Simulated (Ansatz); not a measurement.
# BN (P6_3mc) in Ansatz: notebook

The runs below take BN through relaxation of cell and atoms, with PBEsol.

Everything below comes from runs of Ansatz 0.2.0. Logs are shortened: lines on timing, memory, paths and dates and some standing lists are left out, and cuts for length are marked.

### 1 The structure

Symmetry: P6_3mc, No. 186, hexagonal system. Conventional cell: a = 2.554 Å, b = 2.554 Å, c = 4.227 Å, α = 90.00°, β = 90.00°, γ = 120.00°. Around N (site symmetry 3m) lie 4 B at 1.57 to 1.58 Å. B (site symmetry 3m) has 4 N at 1.57 to 1.58 Å as nearest neighbours.

Measurements of this composition are mostly on another form, of space group No. 194.

### 2 Relaxation of cell and atoms, PBEsol

The input, input.yaml:

```yaml
crystal:
  lattice:
    - [2.5539396017, 0.0, 0.0]
    - [-1.2769698009, 2.2117765748, 0.0]
    - [0.0, 0.0, 4.226855]
  atoms:
    - { symbol: "N", position: [0.3333333333, 0.6666666667, 0.125276] }
    - { symbol: "N", position: [0.6666666667, 0.3333333333, 0.625276] }
    - { symbol: B, position: [0.3333333333, 0.6666666667, 0.499724] }
    - { symbol: B, position: [0.6666666667, 0.3333333333, 0.999724] }
kpoints:
  mp_grid: { grid: [12, 12, 6] }
scf:
  occupations: { method: fermi_dirac, width: 0.05 }
hamiltonian:
  xc: pbesol
  pseudopotentials: { kind: all_electron, lapw: { basis_error: 0.002 } }
output:
  forces: true
  stress: true
relax:
  f_tol: 0.005
  max_steps: 60
  cell: {}
```

Potentials or basis: all-electron LAPW, scalar-relativistic.

Launch:

```bash
ansatz run input.yaml --threads 2 --pin off --max-ram 8192MiB --backend cpu --events-out ev --progress --plain --runs-dir out
```

Standard output:

```text
Warning: RAYON_NUM_THREADS=2 ignored (pool sized by the plan → 2); use --threads N
The last accepted step is kept in <dir> (removed where the run ends without a failure and the disk answers)
LAPW: plane waves up to 10.678 Å⁻¹, error target 2.0e-3 eV per atom; small_component_spin mean_spin; B in spheres of 0.714 Å, 5 of its electrons in bands, Dirac shells []; N in spheres of 0.806 Å, 7 of its electrons in bands, Dirac shells [] (how accurate: hamiltonian.pseudopotentials.lapw.basis_error, Limitations)
Engine: ansatz 0.2.0, x86_64-unknown-linux-gnu
Pseudopotentials: kind: all_electron
Pseudopotential: N, LAPW, valence charge 7, lapw/all_electron/scalar/gaussian/N, Koelling and Harmon's equation, gaussian nucleus
Pseudopotential: B, LAPW, valence charge 5, lapw/all_electron/scalar/gaussian/B, Koelling and Harmon's equation, gaussian nucleus
Functional definition: PBEsol
  exchange = pbesol_x
  correlation = pbesol_c
Crystal: 4 atoms, lattice volume = 23.876 Å³
Basis set: ecut = 434.43562982708613 eV, 525 PW (Γ), exchange–correlation at level 2
Bands: 16, of which v1, the nominal top of the filled ones, is band 12 counted from 1 (11 counted from 0)
Symmetry: 12 space group operations
Space group: P63mc (ITA 186), of the structure as read, at distance tolerance 2.9e-5 Å
k-points: 76 of 864 (time reversal used)
Non-local potential: N, projectors of the file, none
Non-local potential: B, projectors of the file, none
Initial density: superposition of atomic densities (chi_scale 0.1, normalization cell, long waves kept (reshape's long-wave potential 0.00 eV rms))
Initial wavefunctions: plane waves of lowest kinetic energy (no species holds an atomic orbital)
Functional: x = pbesol(κ = 0.804, μ = 0.12345679012345678), c = pbesol(β = 0.046)
iter 1 solved again at ethr=1.81e-2 eV; its pass at ethr=1.00e-1 eV (dr2=4.34e0 eV) is discarded
SCF iter   1: F=—  HF=-4322.362739 eV  |F-HF|=—  |Δ(HF+E_count)|=         —  Δρ=1.50e-1  dr2=4.34e0  ethr=1.81e-2  ⟨swp⟩=2.0  Hψ=8653  notcnv=0
preconditioner: auto → none  [insulator: Δε(μ)=6.837 eV  Ē_g=18.146 eV  σ=0.050 eV  W_gap=1.00  n_scr=2 (ndim 8)  ℏωp=30.4 eV  f_vac=0.000  D(μ)=0.00/eV (n_scr^D=0)  ε∞_Penn≈3.8]
iter 2 solved again at ethr=1.75e-3 eV; its pass at ethr=1.81e-2 eV (dr2=4.19e-1 eV) is discarded
SCF iter   2: F=—  HF=-4320.632488 eV  |F-HF|=—  |Δ(HF+E_count)|=    1.73e0  Δρ=5.20e-2  dr2=4.20e-1  ethr=1.75e-3  ⟨swp⟩=2.0  Hψ=6595  notcnv=0
SCF iter   3: F=—  HF=-4320.462804 eV  |F-HF|=—  |Δ(HF+E_count)|=   1.70e-1  Δρ=2.29e-2  dr2=8.63e-2  ethr=1.75e-3  ⟨swp⟩=3.0  Hψ=3457  notcnv=0
SCF iter   4: F=—  HF=-4320.444681 eV  |F-HF|=—  |Δ(HF+E_count)|=         —  Δρ=7.66e-3  dr2=9.78e-3  ethr=3.59e-4  ⟨swp⟩=2.1  Hψ=3202  notcnv=0
the basis was enlarged: its passes take 45.7 KiB over the memory plan, 2 of 2 planned eigensolver slots
SCF iter   5: F=—  HF=-4320.442833 eV  |F-HF|=—  |Δ(HF+E_count)|=   1.85e-3  Δρ=1.19e-3  dr2=2.53e-4  ethr=4.07e-5  ⟨swp⟩=3.0  Hψ=3388  notcnv=0
SCF iter   6: F=—  HF=-4320.442800 eV  |F-HF|=—  |Δ(HF+E_count)|=   3.33e-5  Δρ=9.29e-5  dr2=1.54e-6  ethr=1.05e-6  ⟨swp⟩=3.0  Hψ=3306  notcnv=0
SCF iter   7: F=-4320.442800 eV  HF=-4320.442800 eV  |F-HF|=1.33e-9  |Δ(HF+E_count)|=   8.67e-8  Δρ=5.24e-6  dr2=3.97e-9  ethr=6.44e-9  ⟨swp⟩=3.0  Hψ=3261  notcnv=0
SCF 1 converged in 7 iterations: F = -4320.442800 eV  dr2 = 3.97e-9
relax step   1: F+E_penalty+E_count = -4320.44279992 eV  Δ(F+E_penalty+E_count) = +0.000e0 eV  max|allowed force component| = 1.350e-2 eV/Å  Δτ_max = 0.0000 Å  P = -5.887 GPa  Ω = 23.876 Å³  (7 SCF iters, accepted)
Crystal: 4 atoms, lattice volume = 23.660 Å³
Basis set: ecut = 437.0819764030699 eV, 525 PW (Γ), exchange–correlation at level 2
Initial density: handed on by an earlier stage of this run
Initial wavefunctions: those handed on with the density
iter 1 solved again at ethr=9.37e-7 eV; its pass at ethr=1.00e-1 eV (dr2=2.25e-4 eV) is discarded
SCF iter   1: F=—  HF=-4320.448582 eV  |F-HF|=—  |Δ(HF+E_count)|=         —  Δρ=9.11e-4  dr2=1.79e-4  ethr=9.37e-7  ⟨swp⟩=4.1  Hψ=6354  notcnv=0
preconditioner: auto → none  [insulator: Δε(μ)=4.980 eV  Ē_g=17.544 eV  σ=0.050 eV  W_gap=1.00  n_scr=2 (ndim 8)  ℏωp=30.5 eV  f_vac=0.000  D(μ)=0.00/eV (n_scr^D=0)  ε∞_Penn≈4.0]
SCF iter   2: F=—  HF=-4320.448514 eV  |F-HF|=—  |Δ(HF+E_count)|=   6.78e-5  Δρ=3.90e-4  dr2=3.28e-5  ethr=7.46e-7  ⟨swp⟩=3.0  Hψ=3234  notcnv=0
iter 3 solved again at ethr=1.22e-8 eV; its pass at ethr=1.37e-7 eV (dr2=2.92e-6 eV) is discarded
SCF iter   3: F=—  HF=-4320.448507 eV  |F-HF|=—  |Δ(HF+E_count)|=   6.53e-6  Δρ=1.27e-4  dr2=2.95e-6  ethr=1.22e-8  ⟨swp⟩=2.0  Hψ=5328  notcnv=0
SCF iter   4: F=-4320.448506 eV  HF=-4320.448506 eV  |F-HF|=3.86e-8  |Δ(HF+E_count)|=   1.37e-6  Δρ=2.37e-5  dr2=4.05e-8  ethr=1.22e-8  ⟨swp⟩=3.0  Hψ=3344  notcnv=0
SCF 2 converged in 4 iterations: F = -4320.448506 eV  dr2 = 4.05e-8
relax step   2: F+E_penalty+E_count = -4320.44850606 eV  Δ(F+E_penalty+E_count) = -5.706e-3 eV  max|allowed force component| = 3.152e-3 eV/Å  Δτ_max = 0.0002 Å  P = -2.503 GPa  Ω = 23.660 Å³  (4 SCF iters, accepted)
Crystal: 4 atoms, lattice volume = 23.500 Å³
Basis set: ecut = 439.0591974016996 eV, 525 PW (Γ), exchange–correlation at level 2
iter 1 solved again at ethr=5.25e-7 eV; its pass at ethr=1.00e-1 eV (dr2=1.26e-4 eV) is discarded
SCF iter   1: F=—  HF=-4320.449757 eV  |F-HF|=—  |Δ(HF+E_count)|=         —  Δρ=6.81e-4  dr2=9.94e-5  ethr=5.25e-7  ⟨swp⟩=4.0  Hψ=6249  notcnv=0
preconditioner: auto → none  [insulator: Δε(μ)=4.958 eV  Ē_g=17.621 eV  σ=0.050 eV  W_gap=1.00  n_scr=2 (ndim 8)  ℏωp=30.6 eV  f_vac=0.000  D(μ)=0.00/eV (n_scr^D=0)  ε∞_Penn≈4.0]
SCF iter   2: F=—  HF=-4320.449722 eV  |F-HF|=—  |Δ(HF+E_count)|=   3.52e-5  Δρ=2.94e-4  dr2=1.83e-5  ethr=4.14e-7  ⟨swp⟩=3.0  Hψ=3229  notcnv=0
iter 3 solved again at ethr=6.72e-9 eV; its pass at ethr=7.61e-8 eV (dr2=1.61e-6 eV) is discarded
SCF iter   3: F=—  HF=-4320.449719 eV  |F-HF|=—  |Δ(HF+E_count)|=   3.13e-6  Δρ=9.55e-5  dr2=1.63e-6  ethr=6.72e-9  ⟨swp⟩=2.0  Hψ=5326  notcnv=0
SCF iter   4: F=-4320.449718 eV  HF=-4320.449718 eV  |F-HF|=2.47e-8  |Δ(HF+E_count)|=   7.41e-7  Δρ=1.90e-5  dr2=2.55e-8  ethr=6.72e-9  ⟨swp⟩=3.0  Hψ=3344  notcnv=0
SCF 3 converged in 4 iterations: F = -4320.449718 eV  dr2 = 2.55e-8
relax step   3: F+E_penalty+E_count = -4320.44971822 eV  Δ(F+E_penalty+E_count) = -1.212e-3 eV  max|allowed force component| = 1.781e-3 eV/Å  Δτ_max = 0.0002 Å  P = +0.073 GPa  Ω = 23.500 Å³  (4 SCF iters, accepted)
Crystal: 4 atoms, lattice volume = 23.505 Å³
Basis set: ecut = 439.00572008499586 eV, 525 PW (Γ), exchange–correlation at level 2
iter 1 solved again at ethr=3.50e-8 eV; its pass at ethr=1.00e-1 eV (dr2=8.41e-6 eV) is discarded
SCF iter   1: F=—  HF=-4320.449717 eV  |F-HF|=—  |Δ(HF+E_count)|=         —  Δρ=2.74e-4  dr2=1.11e-5  ethr=3.50e-8  ⟨swp⟩=4.9  Hψ=6853  notcnv=0
preconditioner: auto → none  [insulator: Δε(μ)=4.946 eV  Ē_g=17.618 eV  σ=0.050 eV  W_gap=1.00  n_scr=2 (ndim 8)  ℏωp=30.6 eV  f_vac=0.000  D(μ)=0.00/eV (n_scr^D=0)  ε∞_Penn≈4.0]
SCF iter   2: F=—  HF=-4320.449712 eV  |F-HF|=—  |Δ(HF+E_count)|=   4.92e-6  Δρ=1.07e-4  dr2=1.43e-6  ethr=3.50e-8  ⟨swp⟩=2.6  Hψ=2971  notcnv=0
iter 3 solved again at ethr=3.29e-11 eV; its pass at ethr=5.94e-9 eV (dr2=7.89e-9 eV) is discarded
SCF iter   3: F=-4320.449712 eV  HF=-4320.449712 eV  |F-HF|=1.12e-9  |Δ(HF+E_count)|=   5.76e-7  Δρ=1.08e-5  dr2=7.89e-9  ethr=3.29e-11  ⟨swp⟩=2.2  Hψ=5866  notcnv=0
SCF 4 converged in 3 iterations: F = -4320.449712 eV  dr2 = 7.89e-9
relax step   4: F+E_penalty+E_count = -4320.44971183 eV  Δ(F+E_penalty+E_count) = +6.388e-6 eV  max|allowed force component| = 1.285e-2 eV/Å  Δτ_max = 0.0002 Å  P = +0.001 GPa  Ω = 23.505 Å³  (3 SCF iters, rejected (line search))
Crystal: 4 atoms, lattice volume = 23.504 Å³
Basis set: ecut = 439.0072705197079 eV, 525 PW (Γ), exchange–correlation at level 2
iter 1 solved again at ethr=1.38e-8 eV; its pass at ethr=1.00e-1 eV (dr2=3.31e-6 eV) is discarded
SCF iter   1: F=—  HF=-4320.449729 eV  |F-HF|=—  |Δ(HF+E_count)|=         —  Δρ=1.88e-4  dr2=5.26e-6  ethr=1.38e-8  ⟨swp⟩=4.9  Hψ=6874  notcnv=0
preconditioner: auto → none  [insulator: Δε(μ)=4.955 eV  Ē_g=17.618 eV  σ=0.050 eV  W_gap=1.00  n_scr=2 (ndim 8)  ℏωp=30.6 eV  f_vac=0.000  D(μ)=0.00/eV (n_scr^D=0)  ε∞_Penn≈4.0]
SCF iter   2: F=—  HF=-4320.449727 eV  |F-HF|=—  |Δ(HF+E_count)|=   2.38e-6  Δρ=7.23e-5  dr2=6.55e-7  ethr=1.38e-8  ⟨swp⟩=3.0  Hψ=3230  notcnv=0
iter 3 solved again at ethr=2.07e-11 eV; its pass at ethr=2.73e-9 eV (dr2=4.96e-9 eV) is discarded
SCF iter   3: F=-4320.449727 eV  HF=-4320.449727 eV  |F-HF|=2.12e-10  |Δ(HF+E_count)|=   2.74e-7  Δρ=8.37e-6  dr2=4.96e-9  ethr=2.07e-11  ⟨swp⟩=2.1  Hψ=5842  notcnv=0
SCF 5 converged in 3 iterations: F = -4320.449727 eV  dr2 = 4.96e-9
relax step   5: F+E_penalty+E_count = -4320.44972666 eV  Δ(F+E_penalty+E_count) = -8.436e-6 eV  max|allowed force component| = 1.247e-3 eV/Å  Δτ_max = 0.0000 Å  P = +0.006 GPa  Ω = 23.504 Å³  (3 SCF iters, accepted)
iter 1 solved again at ethr=2.22e-11 eV; its pass at ethr=1.00e-1 eV (dr2=5.32e-9 eV) is discarded
SCF iter   1: F=—  HF=-4320.449727 eV  |F-HF|=—  |Δ(HF+E_count)|=         —  Δρ=8.29e-6  dr2=4.90e-9  ethr=2.22e-11  ⟨swp⟩=6.0  Hψ=6362  notcnv=0  reapply=6
preconditioner: auto → none  [insulator: Δε(μ)=4.954 eV  Ē_g=17.618 eV  σ=0.050 eV  W_gap=1.00  n_scr=2 (ndim 8)  ℏωp=30.6 eV  f_vac=0.000  D(μ)=0.00/eV (n_scr^D=0)  ε∞_Penn≈4.0]
SCF iter   2: F=-4320.449727 eV  HF=-4320.449727 eV  |F-HF|=2.94e-10  |Δ(HF+E_count)|=   3.38e-9  Δρ=4.02e-6  dr2=1.09e-9  ethr=2.04e-11  ⟨swp⟩=2.1  Hψ=2895  notcnv=0
SCF 6 converged in 2 iterations: F = -4320.449727 eV  dr2 = 1.09e-9
relax step   6: F+E_penalty+E_count = -4320.44972711 eV  Δ(F+E_penalty+E_count) = -4.535e-7 eV  max|allowed force component| = 1.249e-3 eV/Å  Δτ_max = 0.0000 Å  P = +0.006 GPa  Ω = 23.504 Å³  stress off target by 9.53e-3 GPa  SCF on the basis re-selected at this cell (its energy is not comparable with the rows above)  (2 SCF iters)
basis re-selected at this cell: Δ(F+E_penalty+E_count) = -4.535e-7 eV, ΔP = -0.000 GPa vs the last step (what re-selecting the basis moved, after the strain that the cell walked since its last selection, with what the two solves' SCF thresholds leave and, on support functions, any second-order correction that the steps lacked; it is no measure of the basis error at this ecutwfc). This SCF's stress stands 9.53e-3 GPa from its target on what of the cell is left free (relax.cell.stress_tol is 5.00e-2 GPa) and its largest allowed force component is 1.25e-3 eV/Å (relax.f_tol is 5.00e-3 eV/Å): within both
SCF converged after 2 iterations
Free energy (F): -4320.449727 eV
Harris-Foulkes:  -4320.449727 eV  (|F-HF|=2.94e-10)
Internal energy: -4320.449727 eV  (E = F + TS)
E sigma→0 (E₀):  -4320.449727 eV
Fermi energy:    14.146489 eV
--- Per-component energies (eV) ---
  E_band       = -2030.633517
  E_kinetic    = 4303.787071
  E_xc         = -582.848303
  E_electrostatic = -8041.388495  (all electrons and nuclei)
  E_smearing   = -0.000000  (= −TS)
  E_closure    = 0.000000  (closes the sum)
  E_atoms      = -4283.694674  (free atoms, spherical and without spin; not in F)
  Σ components = -4320.449727   (vs F -4320.449727, Δ=0.00e0)
  Basis errors (estimates in eV, not in F): energy 1.1e-3 per atom: plane waves 1.1e-3 (6.5e-4 summed), levels above the bands 1.3e-63, relativity 9.3e-9, radial functions 7.7e-5, core shells 0.0e0; eigenvalues (radial functions only) 4.1e-6; not estimated: angular momenta, meshes, grids; target (lapw.basis_error) 2.0e-3; muffin-tin radii B 0.710 Å, N 0.802 Å
--- Forces (eV/Å), atoms counted from 1 ---
  atom   1  N     -0.00000000     0.00000000    -0.00125056
  atom   2  N      0.00000000    -0.00000000    -0.00125056
  atom   3  B     -0.00000000     0.00000000     0.00124679
  atom   4  B      0.00000000    -0.00000000     0.00124679
  max |Σ_I F_I| component: 7.54e-6 eV/Å
--- Stress (GPa, compression-positive) ---
        0.009530      -0.000000       0.000000
        0.000000       0.009530      -0.000000
        0.000000      -0.000000      -0.002301
  P = ⅓ Tr σ = 0.0056 GPa (0.056 kbar)
--- Relaxed structure (5 steps of the walk, 4 accepted, 1 SCFs on fresh bases) ---
  F+E_penalty+E_count = -4320.44972711 eV   max|allowed force component| = 1.249e-3 eV/Å   (the final SCF, on the basis selected at the relaxed cell)
  cell:  # Å, volume = 23.5044 Å³
    - [2.5410266580845136, 2.8721552987854462e-11, -5.693859912107133e-35]
    - [-1.2705133290671304, 2.200593637580303, 1.2708984615281462e-34]
    - [-9.423527566326031e-35, 1.8847055132652063e-34, 4.203400168703938]
  atoms:
    - { symbol: N, position: [0.33333333333333326, 0.6666666666666665, 0.12527092967887882] }
    - { symbol: N, position: [0.6666666666666667, 0.33333333333333326, 0.6252709296788789] }
    - { symbol: B, position: [0.33333333333333326, 0.6666666666666665, 0.4997290703211212] }
    - { symbol: B, position: [0.6666666666666667, 0.33333333333333326, 0.9997290703211212] }
```

It took 37 s on 2 threads of Intel Xeon Platinum 8259CL at 2.50GHz (Skylake/Cascade Lake), shared host; peak memory 0.4 GiB.

What came out:

- Free energy: -4320.4497 eV
- Relaxed volume: 5.88 Å³/atom
- Relaxed cell: a = 2.541 Å, b = 2.541 Å, c = 4.203 Å, α = 90.00°, β = 90.00°, γ = 120.00°
- Space group after relaxing (to 0.05 Å): P6_3mc (No. 186)
- Energy gained by relaxing: 1.7 meV/atom
- Ionic steps: 5
- Pressure after relaxing: 0.0 GPa
- Band gap on the k mesh: 4.95 eV

The path:
```
step  energy change (eV)  largest force (eV/Å)  volume (Å³)
   1              0.0000                0.0135        23.88
   2             -0.0057                0.0032        23.66
   3             -0.0069                0.0018        23.50
   4             -0.0069                0.0012        23.50
   5             -0.0069                0.0013        23.50
```

Final structure:
```
N B
1.0
     2.54103    0.00000    0.00000
    -1.27051    2.20059    0.00000
     0.00000    0.00000    4.20340
N B
2 2
Cartesian
  0.0000 1.4671 0.5266
  1.2705 0.7335 2.6283
  0.0000 1.4671 2.1006
  1.2705 0.7335 4.2023
```

(Part 1 of 3 ends here.)
